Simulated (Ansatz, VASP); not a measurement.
AgCl in VASP and in Ansatz

```
CELL_PARAMETERS angstrom
0.00000 2.77315 2.77315
2.77315 0.00000 2.77315
2.77315 2.77315 0.00000
ATOMIC_POSITIONS crystal
Ag 0.50000 0.50000 0.50000
Cl 0.00000 0.00000 0.00000
```

Alike in both runs: task relaxation of cell and atoms; functional PBE; dispersion D3(BJ); k mesh 8 × 8 × 8; occupations gaussian, width 0.02 eV; no spin polarisation.

|  | VASP | Ansatz |
| --- | --- | --- |
| version | VASP 6.6.1 | Ansatz 0.2.0 |
| potentials or method | VASP PAW PBE potentials, release 64 (Ag, Cl) | scalar-relativistic, plane waves, PAW |
| plane-wave cutoff (eV) | 600 | 420 |
| valence electrons in the cell | 18 | 26 |

|  | VASP | Ansatz | Ansatz less VASP |
| --- | --- | --- | --- |
| gap on the k mesh at the Fermi level, each at its own relaxed structure (eV) | 0.91 | 0.91 | +0.002 |
| relaxed volume (Å³/atom) | 20.87 | 20.92 | +0.044 |
| relaxed cell length with the largest relative difference (Å) | 3.894 | 3.897 | +0.0028 |
| energy change over the relaxation (meV/atom) | -1 | -1 | +0.3 |

The two sets of potentials don't hold the same shells in valence.

A k mesh can miss the band edges.
